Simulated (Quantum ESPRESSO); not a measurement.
MgB2:

```
Mg B
1.0
     3.08500    0.00000    0.00000
    -1.54250    2.67169    0.00000
     0.00000    0.00000    3.52300
Mg B
1 2
Cartesian
  0.0000 0.0000 0.0000
  1.5425 0.8906 1.7615
  0.0000 1.7811 1.7615
```

| Property | Result |
| --- | --- |
| Program | Quantum ESPRESSO 7.5 |
| Task | phonons |
| Functional | RPBE |
| Dispersion | D3(BJ) |
| Potentials or basis | SSSP 1.3 efficiency PBE |
| Cutoff | 748 eV |
| Density cutoff | 5987 eV |
| k mesh | 10 × 10 × 8, shifted |
| Occupations | cold, width 0.136 eV |
| Spin | no spin polarisation |
| Mixing beta | 0.5 |
| Most SCF iterations | 120 |
| SCF threshold | 6e-10 Ry |

At Γ the optical frequencies are 195 195 350 350 426 693 cm⁻¹, at a pressure of -21.7 GPa.

How do the modes respond when the cell is scaled evenly, at fixed shape?

The highest mode has a Grüneisen parameter of 0.53. None of the listed modes softens on compression. Real pressure also changes the shape of this cell, most of all in layered crystals, so these aren't the shifts under hydrostatic load.

Frequencies at 99 % and 101 % of the volume (pressures -20.5 and -22.8 GPa), ions relaxed:
| mode | 99 % (cm⁻¹) | 101 % (cm⁻¹) | Grüneisen parameter |
| --- | --- | --- | --- |
| 4 | 228.4 | 158.2 | 18.36 |
| 5 | 228.4 | 158.2 | 18.36 |
| 6 | 355.3 | 345.3 | 1.44 |
| 7 | 355.3 | 345.3 | 1.44 |
| 8 | 434.1 | 418.7 | 1.80 |
| 9 | 696.8 | 689.4 | 0.53 |

Modes are matched by their order; those that don't vary smoothly over the three volumes are left out.

Caveat: the mesh is thin for the phonons of a metal; the potentials were made for another functional, which shifts forces and pressure; the cell is more than 3 GPa from zero pressure, which shifts response properties; pairwise dispersion overbinds metals, which lowers pressure and volume.
